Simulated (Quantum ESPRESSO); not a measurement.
Runs of Quantum ESPRESSO 7.5 on Al2Pt. The structure is cubic, space group Fm-3m (No. 225). Conventional cell: a = 5.910 Å, b = 5.910 Å, c = 5.910 Å, α = 90.00°, β = 90.00°, γ = 90.00°. Pt (site symmetry m-3m) is surrounded by 8 Al at 2.56 Å. Al (site symmetry -43m) has 4 Pt at 2.56 Å as nearest neighbours. 

| task | level | potentials or basis | cell | cutoff (eV) | form of the LDA correlation | gap on the mesh (eV) | pressure (GPa) | V0 of scaled cells (Å³/atom) | B0 (GPa) |
| --- | --- | --- | --- | --- | --- | --- | --- | --- | --- |
| single point | PBE | SSSP 1.3 efficiency PBE | as given | 748 | - | none | (a) | - | - |
| single point | PBEsol | GBRV 1.5 PBEsol | as given | 612 | - | none | -1.2 | - | - |
| single point | PBEsol | GBRV 1.5 PBEsol | atoms moved at random, drawn with an rms of 0.05 Å | 612 | - | none | -1.0 | - | - |
| equation of state | LDA | GBRV 1.5 LDA | as given | 612 | PZ81 | - | - | 16.71 | 146 |
| equation of state | PBEsol | GBRV 1.5 PBEsol | as given | 612 | - | - | - | 17.07 | 139 |
| equation of state | PBE | SSSP 1.3 efficiency PBE | as given | 748 | - | - | - | 17.51 | (b) |
| band structure | PBEsol | GBRV 1.5 PBEsol | as given | 612 | - | none | -1.2 | - | - |

Alike in all rows: no spin polarisation; k mesh 8 × 8 × 8; smearing fermi-dirac 0.05 eV.

Question: Fill in the values left out.

Answer: (a) 2.4; (b) 130.

Caveats: spin-orbit coupling is left out, which moves the levels of the heavy elements (some runs).

A k mesh can miss the band edges, and the runs leave out spin-orbit coupling on Pt.

A gap of «none» marks a metal or a gap under the smearing width.
